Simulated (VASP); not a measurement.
The system is CdSe.

```
Cd Se
1.0
     0.00000    3.06778    3.06778
     3.06778    0.00000    3.06778
     3.06778    3.06778    0.00000
Cd Se
1 1
Direct
  0.00000 0.00000 0.00000
  0.25000 0.25000 0.25000
```

The cell was built by a generator and needn't be a form met in nature.

Base run:

* Program: VASP 6.6.1
* Functional: PBE
* Potentials or basis: VASP PAW PBE potentials, release 64 (Cd, Se)
* Cutoff: 520 eV
* k mesh: 6 × 6 × 6
* Occupations: gaussian, width 0.01 eV
* Spin: no spin polarisation

Its results: band gap on the k mesh 0.55 eV, direct; pressure 1.7 GPa.

**Question.** The run is repeated on the same cell with these changes: functional from PBE to LDA; potentials or basis from VASP PAW PBE potentials, release 64 (Cd, Se) to VASP PAW LDA potentials, release 64 (Cd, Se). What comes out?

**Answer.** Band gap on the k mesh 0.31 eV, direct; pressure -2.8 GPa.

